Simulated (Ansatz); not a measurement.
# Nb3Sn (Pm-3n) in Ansatz: further runs

The runs below take Nb3Sn through relaxation of cell and atoms, with PBEsol.

All numbers are computed with Ansatz 0.2.0; they aren't measurements. Logs are shortened: lines on timing, memory, paths and dates and some standing lists are left out, and cuts for length are marked.

## (1) The crystal as given

Symmetry: Pm-3n, No. 223, cubic system. Conventional cell: a = 5.282 Å, b = 5.282 Å, c = 5.282 Å, α = 90.00°, β = 90.00°, γ = 90.00°. Sn (site symmetry m-3) is surrounded by 12 Nb at 2.95 Å. Nb (site symmetry -4m2) has 2 Nb at 2.64 Å and 4 Sn at 2.95 Å as nearest neighbours.

## (2) Relaxation of cell and atoms, PBEsol

The input, input.yaml:

```yaml
crystal:
  lattice:
    - [5.2821, 0.0, 0.0]
    - [0.0, 5.2821, 0.0]
    - [0.0, 0.0, 5.2821]
  atoms:
    - { symbol: Sn, position: [0.5, 0.5, 0.5] }
    - { symbol: Sn, position: [0.0, 0.0, 0.0] }
    - { symbol: Nb, position: [0.0, 0.5, 0.25] }
    - { symbol: Nb, position: [0.0, 0.5, 0.75] }
    - { symbol: Nb, position: [0.5, 0.25, 0.0] }
    - { symbol: Nb, position: [0.75, 0.0, 0.5] }
    - { symbol: Nb, position: [0.5, 0.75, 0.0] }
    - { symbol: Nb, position: [0.25, 0.0, 0.5] }
hamiltonian:
  xc: pbesol
  pseudopotentials: { kind: paw }
kpoints:
  mp_grid: { grid: [5, 5, 5] }
scf:
  occupations: { method: fermi_dirac, width: 0.05 }
output:
  forces: true
  stress: true
  eigenvalues: true
relax:
  f_tol: 0.01
  max_steps: 40
  cell: { stress_tol: 0.05 }
```

Potentials or basis: Ansatz PAW.

Started as:

```console
$ ansatz run input.yaml --threads 4 --pin off --max-ram 11264MiB --backend cpu --events-out ev --progress --plain --runs-dir out
```

Output:

```text
Warning: RAYON_NUM_THREADS=4 ignored (pool sized by the plan → 4); use --threads N
Engine: ansatz 0.2.0, aarch64-unknown-linux-gnu
Pseudopotentials: kind: paw
Pseudopotential: Sn, paw, valence charge 14, recommended cutoff 420 eV (normal), Sn.paw.azcp
Pseudopotential: Nb, paw, valence charge 13, recommended cutoff 420 eV (normal), Nb.paw.azcp
Functional definition: PBEsol
  exchange = pbesol_x
  correlation = pbesol_c
Crystal: 8 atoms, lattice volume = 147.374 Å³
Basis set: ecut = 420 eV, 2897 PW (Γ), exchange–correlation on 72×72×72 points (8 copies of the dense FFT grid, shifted against one another)
Bands: 64, of which v1, the nominal top of the filled ones, is band 53 counted from 1 (52 counted from 0)
Symmetry: 48 space group operations
Space group: Pm-3n (ITA 223), of the structure as read, at distance tolerance 5.3e-5 Å
k-points: 10 of 125
Non-local potential: Sn, projectors of the file, l = 0: 2, l = 1: 2, l = 2: 2, l = 3: 2
Non-local potential: Nb, projectors of the file, l = 0: 3, l = 1: 2, l = 2: 2, l = 3: 1
PAW form: soft (Blöchl's): semilocal exchange-correlation on the pseudo side does not see the compensation charge
PAW frozen core: Sn, regenerated for the run's functional, and the local potential with it (the file was generated under x = pbe(κ = 0.804, μ = 0.2195149727645171), c = pbe(β = 0.06672455060314922))
PAW frozen core: Nb, regenerated for the run's functional, and the local potential with it (the file was generated under x = pbe(κ = 0.804, μ = 0.2195149727645171), c = pbe(β = 0.06672455060314922))
PAW one-centre angular grid: Sn, 590 points (default); XC on 64 Gauss nodes
PAW one-centre angular grid: Nb, 590 points (default); XC on 64 Gauss nodes
Initial density: superposition of atomic densities (neutral atoms: chi_scale 0, normalization atom), corrected by the library's trained network
Initial wavefunctions: pseudopotential atomic-orbital guess
Functional: x = pbesol(κ = 0.804, μ = 0.12345679012345678), c = pbesol(β = 0.046)
SCF iter   1: F=—  HF=-38874.025809 eV  |F-HF|=—  |Δ(HF+E_count)|=         —  Δρ=6.09e-3  dr2=4.90e-2  ethr=1.77e-3  ⟨swp⟩=6.0  Hψ=2250  notcnv=0  defer=2
preconditioner: auto → Kerker (q_TF=auto, 2.582 Å⁻¹)  [metal: Δε(μ)=0.017 eV  Ē_g=10.878 eV  σ=0.050 eV  W_gap=0.08  n_scr=32 (ndim 8)  ℏωp=23.3 eV  f_vac=0.000  D(μ)=14.59/eV (n_scr^D=178)]
SCF iter   2: F=—  HF=-38874.014821 eV  |F-HF|=—  |Δ(HF+E_count)|=   1.10e-2  Δρ=3.20e-3  dr2=1.44e-2  ethr=4.62e-5  ⟨swp⟩=2.0  Hψ=1167  notcnv=0  defer=21
SCF iter   3: F=—  HF=-38874.010184 eV  |F-HF|=—  |Δ(HF+E_count)|=   4.64e-3  Δρ=3.55e-4  dr2=1.62e-4  ethr=1.36e-5  ⟨swp⟩=2.1  Hψ=835  notcnv=0  defer=21
SCF iter   4: F=—  HF=-38874.010149 eV  |F-HF|=—  |Δ(HF+E_count)|=   3.51e-5  Δρ=7.47e-5  dr2=6.17e-6  ethr=1.53e-7  ⟨swp⟩=2.1  Hψ=1046  notcnv=0  defer=21
SCF iter   5: F=—  HF=-38874.010276 eV  |F-HF|=—  |Δ(HF+E_count)|=   1.28e-4  Δρ=1.62e-5  dr2=3.32e-7  ethr=5.82e-9  ⟨swp⟩=2.2  Hψ=776  notcnv=0  defer=21
SCF iter   6: F=-38874.010276 eV  HF=-38874.010276 eV  |F-HF|=1.54e-9  |Δ(HF+E_count)|=   6.25e-8  Δρ=2.67e-6  dr2=6.78e-9  ethr=9.43e-11  ⟨swp⟩=9.2  Hψ=2440  notcnv=0
SCF 1 converged in 6 iterations: F = -38874.010276 eV  dr2 = 6.78e-9
relax step   1: F+E_penalty+E_count = -38874.01027618 eV  Δ(F+E_penalty+E_count) = +0.000e0 eV  max|allowed force component| = 2.139e-17 eV/Å  Δτ_max = 0.0000 Å  P = -2.183 GPa  Ω = 147.374 Å³  (6 SCF iters, dr2 threshold 1.00e-7 eV, accepted)
Crystal: 8 atoms, lattice volume = 140.006 Å³
Basis set: ecut = 420 eV, 2777 PW (Γ), exchange–correlation on 72×72×72 points (8 copies of the dense FFT grid, shifted against one another)
Initial density: handed on by an earlier stage of this run
Initial wavefunctions: those handed on with the density
iter 1 solved again at ethr=6.82e-6 eV; its pass at ethr=3.10e-3 eV (dr2=7.23e-3 eV) is discarded
SCF iter   1: F=—  HF=-38873.903494 eV  |F-HF|=—  |Δ(HF+E_count)|=         —  Δρ=2.37e-3  dr2=7.65e-3  ethr=6.82e-6  ⟨swp⟩=2.3  Hψ=3050  notcnv=0
preconditioner: auto → Kerker (q_TF=auto, 2.605 Å⁻¹)  [metal: Δε(μ)=0.050 eV  Ē_g=11.029 eV  σ=0.050 eV  W_gap=0.25  n_scr=32 (ndim 8)  ℏωp=23.9 eV  f_vac=0.000  D(μ)=13.37/eV (n_scr^D=170)]
SCF iter   2: F=—  HF=-38873.902744 eV  |F-HF|=—  |Δ(HF+E_count)|=   7.49e-4  Δρ=1.41e-3  dr2=2.91e-3  ethr=6.82e-6  ⟨swp⟩=1.9  Hψ=665  notcnv=0
[... 52 lines left out ...]
relax step   5: F+E_penalty+E_count = -38874.02309640 eV  Δ(F+E_penalty+E_count) = +4.870e-4 eV  max|allowed force component| = 4.785e-17 eV/Å  Δτ_max = 0.0000 Å  P = +0.003 GPa  Ω = 145.511 Å³  stress off target by 2.65e-3 GPa  SCF on the basis re-selected at this cell (its energy is not comparable with the rows above)  (8 SCF iters)
basis re-selected at this cell: Δ(F+E_penalty+E_count) = +4.870e-4 eV, ΔP = -0.000 GPa vs the last step (what re-selecting the basis moved, of the pressure what is left beyond the Pulay correction that the steps carried, after the strain that the cell walked since its last selection, with what the two solves' SCF thresholds leave and, on support functions, any second-order correction that the steps lacked; it is no measure of the basis error at this ecutwfc). This SCF's stress stands 2.65e-3 GPa from its target on what of the cell is left free (relax.cell.stress_tol is 5.00e-2 GPa) and its largest allowed force component is 4.78e-17 eV/Å (relax.f_tol is 1.00e-2 eV/Å): within both
SCF converged after 8 iterations
Free energy (F): -38874.023096 eV
Harris-Foulkes:  -38874.023096 eV  (|F-HF|=7.28e-12)
Internal energy: -38873.911571 eV  (E = F + TS)
E sigma→0 (E₀):  -38873.967334 eV
Entropy (-TS):   -0.111525 eV (-13.941 meV/atom)
Fermi energy:    17.371890 eV
--- Per-component energies (eV) ---
  E_band       = -416.095533
  E_kinetic    = 2753.320372
  E_local      = -5329.557525  (includes V_loc(G=0)·N_el)
  E_nonlocal   = 672.044821
  E_hartree    = 2168.053217
  E_xc         = -1807.602468
  E_vxc        = -1472.722590  (∫ρ·V_xc dr)
  E_paw        = -26245.361796  (= ΣΔE_a)
  E_vpaw       = -1375.287079  (= ΣTr[D̂ρ^β])
  E_aug_tail   = 0.000034  (compensation charges beyond the density's cutoff)
  E_ewald      = -11086.510159
  E_core_change = 1.701933  (= ΣΔE_core)
  E_smearing   = -0.111525  (= −TS)
  E_closure    = 0.000000  (closes the sum)
  Σ components = -38874.023096   (vs F -38874.023096, Δ=0.00e0)
--- Forces (eV/Å), atoms counted from 1 ---
  atom   1  Sn     0.00000000     0.00000000     0.00000000
  atom   2  Sn     0.00000000     0.00000000    -0.00000000
  atom   3  Nb    -0.00000000    -0.00000000    -0.00000000
  atom   4  Nb     0.00000000     0.00000000     0.00000000
  atom   5  Nb    -0.00000000     0.00000000     0.00000000
  atom   6  Nb    -0.00000000    -0.00000000     0.00000000
  atom   7  Nb     0.00000000    -0.00000000    -0.00000000
  atom   8  Nb     0.00000000     0.00000000    -0.00000000
  max |Σ_I F_I| component: 1.50e-17 eV/Å
--- Stress (GPa, compression-positive) ---
        0.002649      -0.000000       0.000000
       -0.000000       0.002649      -0.000000
        0.000000      -0.000000       0.002649
  P = ⅓ Tr σ = 0.0026 GPa (0.026 kbar)
--- Band table (eV; the first three rows and the last of 10) ---
  k-point 0: bands = ["-37.0295", "-36.9510", "-36.9510", "-36.7159", "-36.7159", "-36.7159", "-14.0254", "-14.0254", "-13.8681", "-13.2872", "-13.2872", "-13.2872", "-12.9097", "-12.9097", "-12.9097", "-12.8854", "-12.8854", "-12.8854", "-12.7879", "-12.7879", "-12.7879", "-12.1507", "-12.1507", "-12.1507", "-3.3463", "-3.3463", "-3.3300", "-3.3300", "-3.3042", "-3.3042", "-3.3042", "-3.3009", "-3.3009", "-3.3009", "8.0299", "9.5603", "13.7174", "13.7174", "13.7174", "14.0929", "14.0929", "14.0929", "14.5656", "14.5656", "15.0620", "15.5447", "15.5447", "15.5447", "15.9744", "16.8372", "16.8372", "16.8372", "17.3316", "17.3316", "19.8145", "19.8145", "19.8145", "19.9177", "20.9444", "20.9444", "21.1155", "21.1155", "21.2551", "21.2551"]
  k-point 1: bands = ["-37.0175", "-36.9566", "-36.9337", "-36.7409", "-36.7159", "-36.7159", "-14.0190", "-13.9693", "-13.7803", "-13.2832", "-13.2832", "-13.2444", "-12.9503", "-12.9503", "-12.9227", "-12.8982", "-12.8358", "-12.8358", "-12.7997", "-12.7997", "-12.7997", "-12.3406", "-12.1513", "-12.1513", "-3.3456", "-3.3424", "-3.3320", "-3.3296", "-3.3084", "-3.3084", "-3.3041", "-3.3018", "-3.3018", "-3.3014", "8.2521", "9.4948", "13.4757", "13.7809", "13.8012", "13.8012", "14.2153", "14.2153", "14.4962", "15.1330", "15.3450", "15.4080", "15.5244", "15.5244", "16.0898", "16.8065", "16.8917", "16.8917", "17.3982", "17.4119", "19.4004", "19.6780", "19.6780", "20.3749", "20.5057", "20.6287", "20.8208", "20.8923", "20.8923", "21.0152"]
  k-point 2: bands = ["-36.9938", "-36.9720", "-36.8800", "-36.8050", "-36.7159", "-36.7159", "-14.0010", "-13.9759", "-13.3762", "-13.2775", "-13.2775", "-13.1393", "-13.0206", "-12.9710", "-12.9710", "-12.8679", "-12.8303", "-12.8291", "-12.8291", "-12.8177", "-12.7896", "-12.7896", "-12.1521", "-12.1521", "-3.3428", "-3.3380", "-3.3340", "-3.3301", "-3.3171", "-3.3171", "-3.3036", "-3.3025", "-3.3015", "-3.3015", "8.7855", "9.2681", "12.9213", "13.1047", "13.9167", "13.9167", "14.4124", "14.4124", "15.2809", "15.3618", "15.6382", "15.8063", "15.8063", "16.3743", "16.5110", "16.5658", "16.5658", "16.6611", "16.9937", "17.2901", "18.6159", "19.5914", "19.5914", "19.7208", "20.1675", "20.2459", "20.3326", "20.3326", "20.5255", "20.9625"]
  k-point 9: bands = ["-36.8993", "-36.8839", "-36.8839", "-36.8102", "-36.8102", "-36.8022", "-13.4248", "-13.4248", "-13.4009", "-13.2068", "-13.2045", "-13.0799", "-13.0799", "-12.9733", "-12.9556", "-12.9099", "-12.9099", "-12.8508", "-12.8508", "-12.8262", "-12.8262", "-12.7726", "-12.7704", "-12.7704", "-3.3331", "-3.3331", "-3.3327", "-3.3327", "-3.3185", "-3.3185", "-3.3169", "-3.3156", "-3.3135", "-3.3135", "9.6237", "9.6729", "13.2767", "13.5556", "13.5556", "14.2284", "14.2284", "14.6239", "15.6117", "15.6379", "15.6379", "16.1423", "16.1423", "16.2668", "17.0327", "17.0327", "17.2952", "17.3586", "17.3586", "17.3902", "17.5983", "17.5983", "18.1979", "18.1979", "19.8130", "19.8524", "19.8524", "20.0290", "20.1369", "20.4180"]
--- Relaxed structure (4 steps of the walk, 3 accepted, 1 SCFs on fresh bases) ---
  F+E_penalty+E_count = -38874.02309640 eV   max|allowed force component| = 4.785e-17 eV/Å   (the final SCF, on the basis selected at the relaxed cell)
  cell:  # Å, volume = 145.5107 Å³
    - [5.259748026978389, 2.527783052008247e-34, -9.62964972193618e-35]
    - [2.4475359709921125e-34, 5.259748026978389, 0.0]
    - [1.6049416203226964e-34, 0.0, 5.259748026978389]
  atoms:
    - { symbol: Sn, position: [0.5, 0.5, 0.5] }
    - { symbol: Sn, position: [-1.2130076815815707e-35, 2.6408435337759314e-37, 2.1067403471695576e-36] }
    - { symbol: Nb, position: [1.1038132523198242e-35, 0.5, 0.25] }
    - { symbol: Nb, position: [6.480451997490578e-36, 0.5, 0.75] }
    - { symbol: Nb, position: [0.5, 0.25, 2.077067947913638e-37] }
    - { symbol: Nb, position: [0.75, -3.695697327323498e-35, 0.5] }
    - { symbol: Nb, position: [0.5, 0.75, 2.077067947913638e-37] }
    - { symbol: Nb, position: [0.25, 4.9879303149183477e-36, 0.5] }
```

Wall time 7.8 s (4 threads of Arm Neoverse V2, shared host); peak memory 0.57 GiB.

Results:

```yaml
Free_energy: -38874.0231 eV
Relaxed_volume: 18.19 Å³/atom
Relaxed_cell: a = 5.260 Å, b = 5.260 Å, c = 5.260 Å, α = 90.00°, β = 90.00°, γ = 90.00°
Space_group_after_relaxing_to_0.05_Å: Pm-3n (No. 223)
Energy_gained_by_relaxing: 1.6 meV/atom
Ionic_steps: 4
Pressure_after_relaxing: 0.0 GPa
Band_gap_on_the_k_mesh: none (metal or under the smearing width)
```

The path:
```tsv
step	energy change (eV)	largest force (eV/Å)	volume (Å³)
1	0.0000	0.0000	147.37
2	-0.0132	0.0000	145.63
3	-0.0133	0.0000	145.51
4	-0.0128	0.0000	145.51
```

Final structure:
```
CELL_PARAMETERS angstrom
5.25975 0.00000 0.00000
0.00000 5.25975 0.00000
0.00000 0.00000 5.25975
ATOMIC_POSITIONS crystal
Sn 0.50000 0.50000 0.50000
Sn 0.00000 0.00000 0.00000
Nb 0.00000 0.50000 0.25000
Nb 0.00000 0.50000 0.75000
Nb 0.50000 0.25000 0.00000
Nb 0.75000 0.00000 0.50000
Nb 0.50000 0.75000 0.00000
Nb 0.25000 0.00000 0.50000
```

Levels at points of the mesh, in eV from the Fermi level:
| k point | band 51 | band 52 | band 53 | band 54 | band 55 | band 56 |
| --- | --- | --- | --- | --- | --- | --- |
| (0.00, 0.00, 0.00) | -0.53 | -0.53 | -0.04 | -0.04 | 2.44 | 2.44 |

Caveat: the plane-wave basis is chosen anew once the cell has moved, so the energies of steps on either side of that aren't comparable; the PAW data sets come from PBE, with cores solved anew for the run's functional, which leaves a small shift of forces and pressure.

(Part 1 of 3 ends here.)
